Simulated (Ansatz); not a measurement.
# Sensitivity of the G0W0 gap of NaI (Fm-3m)

Aim: change settings of a G0W0 run on NaI (Fm-3m) and see what moves.

Method: G0W0 on PBE, plane waves, PAW, in Ansatz 0.2.0.

In doubt: masses and optical values from hybrid runs of this build are listed as unsure (step 3), which bears on the screening that GW takes from such a start.

### Step 1. The starting structure

The structure is cubic, space group Fm-3m (No. 225). Conventional cell: a = 6.473 Å, b = 6.473 Å, c = 6.473 Å, α = 90.00°, β = 90.00°, γ = 90.00°. Nearest to Na lie 6 I at 3.24 Å. Nearest to I lie 6 Na at 3.24 Å. Farther neighbours and most contacts between anions are not listed.

The cell and positions come from the Crystallography Open Database and are kept as given unless a step says otherwise. Spin-orbit coupling is left out unless a step names it. The default PAW set here is soft_2. Its files were made with PBE.

### Step 2. The base run: 4×4×4 mesh, 202 empty bands, screening to 120 eV

Now the one-shot GW correction: screening in the RPA, then the self-energy of the levels asked for.

Input file input.yaml:

```yaml
crystal:
  lattice:
    - [0.0, 3.2364, 3.2364]
    - [3.2364, 0.0, 3.2364]
    - [3.2364, 3.2364, 0.0]
  atoms:
    - { symbol: Na, position: [0.0, 0.0, 0.0] }
    - { symbol: I, position: [0.5, 0.5, 0.5] }
kpoints:
  mp_grid: { grid: [4, 4, 4] }
hamiltonian:
  xc: pbe
scf:
  occupations: { method: fixed }
gw:
  n_empty_bands: 202
  ecut_chi: 120
  qp_bands: [v2, c2]
  qp_kpoints: band_edges
  screening: { model: contour_deformation }
```

Started as:

```bash
$ ansatz run input.yaml --threads 3 --pin off --max-ram 92160MiB --backend cuda --events-out ev --progress --plain --runs-dir out --devices 1 --max-vram 13GiB
```

Numbers of over 12 decimals in the logs are rounded to 6 here.

The program printed:

```text
GPUs: using 1 of 1 available (devices: 1).
Engine: ansatz 0.2.0, x86_64-unknown-linux-gnu
Pseudopotentials: kind: paw
Pseudopotential: Na, paw, valence charge 9, recommended cutoff 420 eV (normal), Na.paw.azcp
Pseudopotential: I, paw, valence charge 17, recommended cutoff 420 eV (normal), I.paw.azcp
Functional definition: PBE
  parameter kappa = 0.804
  parameter beta = 0.066725
  exchange = pbe_x(kappa = kappa, mu = beta*pi^2/3)
  correlation = pbe_c(beta = beta)
device memory: the entry about to start is reckoned to put 1.0 GiB on a device that reports 39.6 GiB free (of which the cap on the GPU budget leaves the run 13.0 GiB)
GPU FFT provider: cuFFT
GPU libraries: cuBLAS 13.8.2, cuFFT 12.4.0, cuSOLVER 12.3.4
Crystal: 2 atoms, lattice volume = 67.798 Å³
Basis set: ecut = 420 eV, 1363 PW (Γ)
Bands: 17, of which v1, the nominal top of the filled ones, is band 13 counted from 1 (12 counted from 0)
Symmetry: 48 space group operations
Space group: Fm-3m (ITA 225), of the structure as read, at distance tolerance 4.1e-5 Å
k-points: 8 of 64
Non-local potential: Na, projectors of the file, l = 0: 3, l = 1: 2, l = 2: 1
Non-local potential: I, projectors of the file, l = 0: 2, l = 1: 2, l = 2: 2, l = 3: 2
PAW form: soft (Blöchl's): semilocal exchange-correlation on the pseudo side does not see the compensation charge
PAW one-centre angular grid: Na, 110 points (default); XC on 64 Gauss nodes
PAW one-centre angular grid: I, 590 points (default); XC on 64 Gauss nodes
Initial density: superposition of atomic densities (neutral atoms: chi_scale 0, normalization atom), corrected by the library's trained network
Initial wavefunctions: pseudopotential atomic-orbital guess
GPU buffer pool allocated for 32768 grid points (all kernels)
GPU transforms: local potential and band sums: pruned to the plane-wave sphere, on 30×32×32
Functional: x = pbe(κ = 0.804, μ = 0.219515), c = pbe(β = 0.066725)
SCF iter   1: F=—  HF=-9001.877174 eV  |F-HF|=—  |Δ(HF+E_count)|=         —  Δρ=6.27e-4  dr2=6.17e-4  ethr=1.77e-3  ⟨swp⟩=5.1  Hψ=604  notcnv=0  defer=12
preconditioner: auto → none  [insulator: Δε(μ)=3.642 eV  Ē_g=10.581 eV  n_scr=14 (ndim 8)  ℏωp=12.8 eV  f_vac=0.068  ε∞_Penn≈2.5]
SCF iter   2: F=—  HF=-9001.877373 eV  |F-HF|=—  |Δ(HF+E_count)|=   1.99e-4  Δρ=7.71e-4  dr2=9.48e-4  ethr=2.37e-6  ⟨swp⟩=2.5  Hψ=331  notcnv=0  defer=13
SCF iter   3: F=—  HF=-9001.877121 eV  |F-HF|=—  |Δ(HF+E_count)|=   2.52e-4  Δρ=4.29e-4  dr2=2.95e-4  ethr=2.37e-6  ⟨swp⟩=2.2  Hψ=197  notcnv=0  defer=12
SCF iter   4: F=—  HF=-9001.877052 eV  |F-HF|=—  |Δ(HF+E_count)|=   6.87e-5  Δρ=1.49e-4  dr2=3.42e-5  ethr=1.14e-6  ⟨swp⟩=2.0  Hψ=186  notcnv=0  defer=12
[...]
E_nonlocal   = 24.987425
  E_hartree    = 1519.190478
  E_xc         = -167.312781
  E_vxc        = -179.054364  (∫ρ·V_xc dr)
  E_paw        = -5080.373786  (= ΣΔE_a)
  E_vpaw       = -458.114873  (= ΣTr[D̂ρ^β])
  E_aug_tail   = -0.000041  (compensation charges beyond the density's cutoff)
  E_ewald      = -2257.850118
  E_smearing   = -0.000000  (= −TS)
  E_closure    = 0.000000  (closes the sum)
  Σ components = -9001.877046   (vs F -9001.877046, Δ=0.00e0)
--- Band table (eV; the first three rows and the last of 8) ---
  k-point 0: bands = [... 9 lower, -7.9769, 3.0384, 3.0384, 3.0384, 6.6804, 10.9971, 10.9971, 10.9971]
  k-point 1: bands = [... 9 lower, -7.8268, 1.7488, 2.8918, 2.8918, 7.9672, 10.5540, 11.0290, 11.0290]
  k-point 2: bands = [... 9 lower, -7.6643, 0.8599, 2.7576, 2.7576, 8.1358, 10.5021, 10.5021, 11.7694]
  k-point 7: bands = [... 9 lower, -7.5788, 1.6331, 1.6331, 2.1075, 8.8669, 10.5348, 10.5348, 10.9589]
--- G₀W₀: contour deformation, 6 samples at zero and on the imaginary axis and 2 off it, 64 q-points, 202 empty bands' worth ---
  eigenvalues of the whole cell's RPA ε∞ on this k-mesh (on a slab, of 1 + 4πα/V) = 3.2079, 3.2079, 3.2079; static W/v taken at q = 0 is 0.311730
  bands read: the sum over 215 bands ends inside a degenerate multiplet in 1 slot, whose members it reads at an even weight; the widest, k=0: bands 215 to 217 (counted from 1) at 1/3 each
  gw.qp_kpoints: band_edges: 6 of 8 stored k-points solved, in 1 pass; an edge of the gap read off the rows below is read off those points alone
    valence top: of the k-points left out ik 4 came nearest to being solved in a further pass, in band 13 (counted from 1, as in the quasiparticle table): it holds the edge there only if its correction is more favourable than any solved in that band by at least 0.527 eV; those differ by 0.089 eV
    conduction bottom: of the k-points left out ik 4 came nearest to being solved in a further pass, in band 14 (counted from 1, as in the quasiparticle table): it holds the edge there only if its correction is more favourable than any solved in that band by at least 1.777 eV; those differ by 0.177 eV
    ik  band        ε_KS         Σx   Σc(E_QP)       V_xc       Z   E_QP_lin       E_QP  E_QP is
     0    12      3.0384   -17.5614     1.5839   -14.5415  0.7917     1.5714     1.6023  root
     0    13      3.0384   -17.5614     1.5839   -14.5415  0.7917     1.5714     1.6023  root
     0    14      6.6804    -5.2755    -3.2773    -9.0709  0.8329     7.2013     7.1984  root
     0    15     10.9971    -3.7357    -3.5451    -7.8644  0.8151    11.5857    11.5808  root
     1    12      2.8918   -17.3718     1.6228   -14.2929  0.7906     1.4032     1.4358  root
     1    13      2.8918   -17.3718     1.6228   -14.2929  0.7906     1.4032     1.4358  root
     1    14      7.9672    -5.3843    -3.3485    -9.2668  0.8263     8.5044     8.5012  root
     1    15     10.5540    -4.8221    -3.6440    -9.0453  0.8091    11.1385    11.1332  root
[...]
6    12      2.2948   -16.8329     1.8093   -13.4981  0.7853     0.7297     0.7693  root
     6    13      2.2948   -16.8329     1.8093   -13.4981  0.7853     0.7297     0.7693  root
     6    14      7.5352    -4.5127    -3.2362    -8.3657  0.8294     8.1563     8.1520  root
     6    15      8.6040    -3.3381    -3.1690    -6.9037  0.8284     9.0024     9.0006  root
[key lines of the parts left out:]
SCF converged after 8 iterations
Free energy (F): -9001.877046 eV
Fermi energy:    3.038382 eV
```

It took 7.7 s on 1 × NVIDIA H100 80GB HBM3 (shared by 6 runs) with 3 threads of AMD EPYC 7R13 (Zen 3), shared host; peak memory 1.1 GiB; 7 s of CPU time.

The column dr2 measures how far the density is from self-consistency, as an energy; F and HF (Harris–Foulkes) agree once it is small.

Numbers from this step:

```
bands summed                                 : 215
RPA ε∞ on this mesh (eigenvalues)            : 3.208, 3.208, 3.208
plane waves in the screening matrix          : 181
q-points in the mesh                         : 64
G0W0 gap on the mesh                         : 5.596 eV
k of the valence top                         : 0, 0, 0
k of the conduction bottom                   : 0, 0, 0
starting gap on the mesh                     : 3.642 eV
Z at the valence top                         : 0.7917
Z at the conduction bottom                   : 0.8329
least direct G0W0 gap on the computed points : 5.596 eV
```

The gap on the mesh goes from 3.64 eV to 5.60 eV, a correction of +1.95 eV. Between the two edge states, bare exchange in place of the xc potential would open the gap by 6.82 eV, and correlation takes back 4.86 eV.

### Step 3. Variant: starting point

This step: G0W0 on Hartree-Fock, plane waves, PAW.

input.yaml, as its differences from that of step 2:

```diff
@@ -11,3 +11,3 @@
 hamiltonian:
-  xc: pbe
+  xc: hf
 scf:
@@ -15,4 +15,4 @@
 gw:
-  n_empty_bands: 202
-  ecut_chi: 120
+  n_empty_bands: 153
+  ecut_chi: 100
   qp_bands: [v2, c2]
```

The program printed:

```text
GPUs: using 1 of 1 available (devices: 1).
[...]
davidson cushion auto → on  (no smearing: the cushion is to keep the highest requested band from converging to the state above it; pin scf.eigensolver.cushion to override)
[...]
GPU FFT provider: cuFFT
GPU libraries: cuBLAS 13.8.2, cuFFT 12.4.0, cuSOLVER 12.3.4
Crystal: 2 atoms, lattice volume = 67.798 Å³
Basis set: ecut = 420 eV, 1363 PW (Γ)
Bands: 17, of which v1, the nominal top of the filled ones, is band 13 counted from 1 (12 counted from 0)
[... 1 set-up line as in the run before ...]
[...]
k-points: 8 of 64
[...]
GPU buffer pool allocated for 32768 grid points (all kernels)
[...]
SCF iter   1: F=—  HF=-8913.336377 eV  |F-HF|=—  |Δ(HF+E_count)|=         —  Δρ=5.16e-3  dr2=1.45e-2  ethr=1.77e-3  ⟨swp⟩=10.4  Hψ=665  notcnv=0
[...]
SCF iter   2: F=-8913.327409 eV  HF=-8913.327409 eV  |F-HF|=2.46e-7  |Δ(HF+E_count)|=   8.97e-3  Δρ=7.41e-4  dr2=2.63e-4  ethr=1.01e-6  ⟨swp⟩=3.0  Hψ=767  notcnv=0  defer=1
SCF 1 stopped early in 2 iterations: F = -8913.327409 eV  dr2 = 2.63e-4
[...]
GPU FFT provider: cuFFT
GPU libraries: cuBLAS 13.8.2, cuFFT 12.4.0, cuSOLVER 12.3.4
[...]
GPU buffer pool allocated for 32768 grid points (all kernels)
[...]
Free energy (F): -8930.716462 eV
Frozen-core exchange: fock
[...]
Internal energy: -8930.716462 eV  (E = F + TS)
E sigma→0 (E₀):  -8930.716462 eV
Fermi energy:    -0.100729 eV
[...]
--- Band table (eV; the first three rows and the last of 8) ---
  k-point 0: bands = [... 9 lower, -14.9365, -0.1007, -0.1007, -0.1007, 10.7440, 15.0945]
  k-point 1: bands = [... 9 lower, -14.6994, -1.7071, -0.3023, -0.3023, 12.0034, 14.7952]
  k-point 2: bands = [... 9 lower, -14.4369, -2.9872, -0.4944, -0.4944, 11.9230, 14.6904]
  k-point 7: bands = [... 9 lower, -14.2917, -1.9943, -1.9943, -1.2818, 13.1068, 14.6016]
  guard bands above this table: 2 of the run's 17 bands. The solve was not asked for them (output.publish_guard_bands: true or output.eigenvalues: true publishes all)
[...]
0    12     -0.1007   -17.4760     0.8032   -17.4388  0.8989     0.6635     0.6652  root
     0    13     -0.1007   -17.4760     0.8032   -17.4388  0.8989     0.6635     0.6652  root
     0    14     10.7440    -4.8015    -2.3465    -4.8389  0.9158     8.4487     8.4350  root
     0    15     15.0945    -3.4430    -2.3139    -3.4597  0.9107    12.8126    12.7973  root
     1    12     -0.3023   -17.3150     0.8182   -17.2795  0.8986     0.4786     0.4804  root
     1    13     -0.3023   -17.3150     0.8182   -17.2795  0.8986     0.4786     0.4804  root
     1    14     12.0034    -4.5257    -2.3275    -4.5526  0.9138     9.7170     9.7027  root
     1    15     14.7952    -4.2572    -2.4119    -4.2661  0.9075    12.4102    12.3923  root
[...]
6    12     -1.1213   -16.8392     0.8904   -16.8124  0.8969    -0.2600    -0.2577  root
     6    13     -1.1213   -16.8392     0.8904   -16.8124  0.8969    -0.2600    -0.2577  root
     6    14     11.5334    -4.0302    -2.2135    -4.0552  0.9157     9.3572     9.3448  root
     6    15     12.1959    -3.0560    -2.1589    -3.0799  0.9153    10.0729    10.0609  root
```

The job ended after 26 s (1 × NVIDIA H100 80GB HBM3 (shared by 6 runs) with 3 threads; peak memory 1.3 GiB).

The G0W0 gap on the mesh is 7.770 eV.

Against the base:

```csv
setting,base,variant
start,PBE,Hartree-Fock
empty bands,202,153
screening cutoff (eV),120,100
```

```csv
quantity,variant,base
starting gap on the mesh,10.845,3.642
G0W0 gap on the mesh,7.770,5.596
least direct G0W0 gap on the computed points,7.770,5.596
Z at the valence top,0.899,0.792
Z at the conduction bottom,0.916,0.833
```

### Step 4. Outcome

| Property | Result |
| --- | --- |
| base | 5.60 eV, 7.7 s |
| starting point | 7.77 eV, 26 s |

In words: Starting point: the gap moves by +2.17 eV and the time by a factor of 3.4. The variant differs from the base in start, empty bands and screening cutoff together, so the change can't be laid to one of them. All runs here use a coarse mesh and modest cutoffs; they test settings and are not final values. The many-body steps are scalar-relativistic: spin-orbit coupling is not in them.

[Paths, hosts, dates, memory and timing lines, banners, echoed tables and standing remarks are left out of the program output.]

[Logs are printed without paths, hosts, clocks, repeated set-up lines and the standing remarks that a program may print on its own settings, such as how far it seeks lower states.]

[Runs of the session that timed out or met a known fault of the program may be left out.]

[Cells called generated may have been cut or substituted from an entry of the Crystallography Open Database or the Materials Project.]

[Hosts, paths, dates, database ids (printed as entryN), source tags and the programs' standing remarks are cut or masked in the printed files.]
